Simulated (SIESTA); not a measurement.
Sn:

```
Sn
1.0
    -2.94014    2.94014    1.59930
     2.94014   -2.94014    1.59930
     2.94014    2.94014   -1.59930
Sn
2
Direct
  0.00707 0.99527 0.98770
  0.74919 0.24451 0.49911
```

The cell isn't the ideal one: atoms moved at random, drawn with an rms of 0.05 Å.

Base run:

| Property | Result |
| --- | --- |
| Program | SIESTA 5.4.2 |
| Functional | PBEsol |
| Potentials or basis | PseudoDojo 0.4 standard (PBEsol files) |
| Basis | DZP (energy shift 0.003 Ry; two zetas on semicore shells) |
| Grid cutoff | 500 Ry |
| Energy shift | 0.003 Ry |
| k mesh | 9 × 9 × 9 |
| Occupations | fermi-dirac, width 0.05 eV |
| Spin | no spin polarisation |

Its results: band gap on the k mesh none (metal or under the smearing width); pressure -0.5 GPa; largest force 0.195 eV/Å.

Q: The run is repeated on the same cell with these changes: functional from PBEsol to PBE; potentials or basis from PseudoDojo 0.4 standard (PBEsol files) to PseudoDojo 0.4 standard (PBE files). What comes out?

A: Band gap on the k mesh none (metal or under the smearing width); pressure 2.3 GPa; largest force 0.207 eV/Å.

Caveats: the basis of atomic orbitals isn't converged, which shifts pressures, moduli and gaps.
